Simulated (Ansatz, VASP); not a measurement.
Si: VASP beside Ansatz

Contents of POSCAR:

```
Si
1.0
    0.0000000000      2.7490491737      2.7490491737
    2.7490491737      0.0000000000      2.7490491737
    2.7490491737      2.7490491737      0.0000000000
Si
2
Direct
    0.7500000000      0.7500000000      0.7500000000
    0.5000000000      0.5000000000      0.5000000000
```

The input INCAR.step1:

```
ALGO = Normal
EDIFF = 1E-4
ENCUT = 520
GGA = PE
ISMEAR = 0
LASPH = True
LCHARG = False
LREAL = False
LWAVE = True
NBANDS = 11
NELM = 80
PREC = Accurate
SIGMA = 0.02
```

INCAR.step2

```
ALGO = Normal
EDIFF = 1E-7
ENCUT = 520
ISIF = 2
ISMEAR = 0
ISTART = 1
LASPH = True
LCHARG = False
LMIXTAU = True
LREAL = False
LWAVE = False
METAGGA = R2SCAN
NBANDS = 11
NELM = 80
PREC = Accurate
SIGMA = 0.02
```

File KPOINTS:

```
k-points
0
Gamma
  10 10 10
```

Input for Ansatz:

```yaml
crystal:
  lattice:
    - [0.0, 2.7490491737, 2.7490491737]
    - [2.7490491737, 0.0, 2.7490491737]
    - [2.7490491737, 2.7490491737, 0.0]
  atoms:
    - { symbol: Si, position: [0.75, 0.75, 0.75] }
    - { symbol: Si, position: [0.5, 0.5, 0.5] }
basis:
  ecutwfc: 500
kpoints:
  mp_grid: { grid: [10, 10, 10] }
hamiltonian:
  xc: r2scan
scf:
  occupations: { method: gaussian, width: 0.02 }
output:
  forces: true
  stress: true
  eigenvalues: true
  write_density: true
  write_potential: true
  elf: true
  volumetric_format: npy
```

Alike in both runs: task single point; functional r2SCAN; k mesh 10 × 10 × 10; occupations gaussian, width 0.02 eV; no spin polarisation.

```csv
,VASP,Ansatz
version,VASP 6.6.1,Ansatz 0.2.0
potentials or method,"VASP PAW PBE potentials, release 64 (Si)","scalar-relativistic, plane waves, PAW"
plane-wave cutoff (eV),520,500
valence electrons in the cell,8,8
```

VASP gave:

```
gap on the k mesh at the Fermi level (eV) : 0.84
least direct gap on the mesh (eV)         : 2.74
pressure (GPa)                            : -2.9
```

Problem. Which values does Ansatz return?

Solution. gap on the k mesh at the Fermi level (eV): 0.83; least direct gap on the mesh (eV): 2.73; pressure (GPa): -2.7.

Caveats: the PAW data sets were made with another functional, which shifts forces and pressure a little (VASP). A k mesh can miss the band edges. r2SCAN opens gaps a little over a GGA but as a rule still falls short of measured ones.
